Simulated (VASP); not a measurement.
All values below come from PW91 GGA, VASP's PBE PAW potentials (set 64) (plane waves; VASP).

VASP ran on this input.

**POSCAR**
```
MgF2
1
    4.6725964202     0.0000000000     0.0000000000
    0.0000000000     4.6725964202     0.0000000000
    0.0000000000     0.0000000000     3.0824067898
Mg F
2 4
Direct
  1.0000000000   0.0000000000   0.0000000000
  0.5000000000   0.5000000000   0.5000000000
  0.3031403336   0.3031403336   1.0000000000
  0.8031403336   0.1968596664   0.5000000000
  0.1968596664   0.8031403336   0.5000000000
  0.6968596664   0.6968596664   0.0000000000
```

INCAR:
```
ALGO=Normal
EDIFF=1E-7
ENCUT=520
GGA=91
ISIF=2
ISMEAR=-5
LASPH=.TRUE.
LCHARG=.TRUE.
LEFG=.TRUE.
LORBIT=11
LREAL=.FALSE.
LWAVE=.FALSE.
NEDOS=601
NELM=100
PREC=Accurate
SYSTEM=MgF2
```

### KPOINTS
```
Automatic mesh
0
Gamma
6 6 8
0 0 0
```

POTCAR, in this order: Mg F (PBE.64 set). Program: vasp_std.

Output of the run:

OSZICAR:
```
       N       E                     dE             d eps       ncg     rms          rms(c)
DAV:   1     0.200516520074E+03    0.20052E+03   -0.18156E+04  2088   0.149E+03
DAV:   2    -0.252955388583E+02   -0.22581E+03   -0.22162E+03  2664   0.337E+02
DAV:   3    -0.345357736323E+02   -0.92402E+01   -0.92213E+01  2340   0.719E+01
DAV:   4    -0.345966459466E+02   -0.60872E-01   -0.60856E-01  2276   0.664E+00
DAV:   5    -0.345970336971E+02   -0.38775E-03   -0.38773E-03  2272   0.537E-01    0.102E+01
DAV:   6    -0.318383830843E+02    0.27587E+01   -0.11766E+01  2260   0.261E+01    0.303E+00
DAV:   7    -0.318521662260E+02   -0.13783E-01   -0.11480E-01  2128   0.256E+00    0.189E+00
DAV:   8    -0.318783420465E+02   -0.26176E-01   -0.51998E-02  2228   0.268E+00    0.173E-01
DAV:   9    -0.318793254812E+02   -0.98343E-03   -0.35131E-03  2328   0.440E-01    0.745E-02
DAV:  10    -0.318795365930E+02   -0.21111E-03   -0.24198E-04  2208   0.133E-01    0.135E-02
DAV:  11    -0.318795380650E+02   -0.14720E-05   -0.29028E-05  2300   0.443E-02    0.787E-03
DAV:  12    -0.318795382768E+02   -0.21183E-06   -0.10162E-05  2232   0.256E-02    0.256E-03
DAV:  13    -0.318795381908E+02    0.86069E-07   -0.71436E-07  2240   0.687E-03
   1 F= -.31879538E+02 E0= -.31879538E+02  d E =0.000000E+00
```

OUTCAR:
```
------------------------ aborting loop because EDIFF is reached ----------------------------------------
  FORCE on cell =-STRESS in cart. coord.  units (eV):
  Direction    XX          YY          ZZ          XY          YZ          ZX
  --------------------------------------------------------------------------------------
  Total        0.0457597      0.0457597     -0.0383650     -0.0000000      0.0000000      0.0000000
  in kB        1.0893987      1.0893987     -0.9133534     -0.0000000      0.0000000      0.0000000
  external PRESSURE =       0.4218147 kB  Pullay stress =       0.0000000 kB
  volume of cell :       67.30
      direct lattice vectors                 reciprocal lattice vectors
     4.672596420  0.000000000  0.000000000     0.214013775  0.000000000  0.000000000
     0.000000000  4.672596420  0.000000000     0.000000000  0.214013775  0.000000000
     0.000000000  0.000000000  3.082406790     0.000000000  0.000000000  0.324421813
 POSITION                                       TOTAL-FORCE (eV/Angst)
 -----------------------------------------------------------------------------------
      0.00000      0.00000      0.00000         0.000000      0.000000      0.000000
      2.33630      2.33630      1.54120         0.000000      0.000000      0.000000
      1.41645      1.41645      0.00000         0.012463      0.012463      0.000000
      3.75275      0.91985      1.54120         0.012463     -0.012463      0.000000
      0.91985      3.75275      1.54120        -0.012463      0.012463      0.000000
      3.25614      3.25614      0.00000        -0.012463     -0.012463      0.000000
 -----------------------------------------------------------------------------------
    total drift:                                0.000000     -0.000000      0.000000
  FREE ENERGIE OF THE ION-ELECTRON SYSTEM (eV)
  ---------------------------------------------------
  free  energy   TOTEN  =       -31.8795381908 eV

  energy  without entropy=      -31.8795381908  energy(sigma->0) =      -31.87953819

 total charge

# of ion       s       p       d       tot
------------------------------------------
    1        0.120   0.149   0.072   0.340
    2        0.120   0.149   0.072   0.340
    3        1.727   4.424   0.000   6.152
    4        1.727   4.424   0.000   6.152
    5        1.727   4.424   0.000   6.152
    6        1.727   4.424   0.000   6.152
--------------------------------------------------
tot          7.149  17.995   0.143  25.287

 Electric field gradients after diagonalization (V/A^2)
 (convention: |V_zz| > |V_xx| > |V_yy|)
----------------------------------------------------------------------
 ion       V_xx      V_yy      V_zz     asymmetry (V_yy - V_xx)/ V_zz
----------------------------------------------------------------------
   1      -4.770    -1.316     6.085       0.568
   2      -4.770    -1.316     6.085       0.568
   3      34.016    16.532   -50.548       0.346
   4      34.016    16.532   -50.548       0.346
   5      34.016    16.532   -50.548       0.346
   6      34.016    16.532   -50.548       0.346
```
(Selected blocks of OUTCAR.)

The compound is MgF2 in the rutile structure. It was relaxed first.
